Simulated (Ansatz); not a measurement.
Wanted: the native input for an Ansatz 0.2.0 run.

* Task: projected density of states
* Functional: PBEsol
* Potentials or basis: Ansatz PAW
* Cutoff: 420 eV (not typed: the program's choice for these potentials)
* k mesh: 4 × 4 × 4
* Occupations: fermi-dirac, width 0.05 eV
* Spin: no spin polarisation

Crystal: SrCl2.

```xyz
3
Lattice="0.0000 3.4884 3.4884 3.4884 0.0000 3.4884 3.4884 3.4884 0.0000" Properties=species:S:1:pos:R:3 pbc="T T T"
Sr    0.0000    0.0000    0.0000
Cl    5.2325    5.2325    5.2325
Cl    1.7442    1.7442    1.7442
```

The input as run:

input.yaml

```yaml
crystal:
  lattice:
    - [0.0, 3.48835, 3.48835]
    - [3.48835, 0.0, 3.48835]
    - [3.48835, 3.48835, 0.0]
  atoms:
    - { symbol: Sr, position: [0.0, 0.0, 0.0] }
    - { symbol: Cl, position: [0.75, 0.75, 0.75] }
    - { symbol: Cl, position: [0.25, 0.25, 0.25] }
hamiltonian:
  xc: pbesol
  pseudopotentials: { kind: paw }
kpoints:
  mp_grid: { grid: [4, 4, 4] }
scf:
  occupations: { method: fermi_dirac, width: 0.05 }
  n_extra_bands: 7
output:
  forces: true
  stress: true
  eigenvalues: true
  dos: { projected: true, de: 0.05, nscf_kmesh: { grid: [6, 6, 6] } }
```

Potentials or basis: Ansatz PAW.

The run is started by

```console
$ ansatz run input.yaml --threads 2 --pin off --max-ram 5632MiB --backend cpu --events-out ev --progress --plain --runs-dir out
```

It gave:

```
Pressure               : -1.1 GPa
Band gap on the k mesh : 5.14 eV, indirect (least direct gap 5.36 eV)
```

Caveat: the PAW data sets come from PBE, with cores solved anew for the run's functional, which leaves a small shift of forces and pressure; the density of states is complete only up to the lowest level of the last band computed.

Wall time 1.3 s on 2 threads of Arm Neoverse V2, with other jobs on the host, peak memory 0.3 GiB.
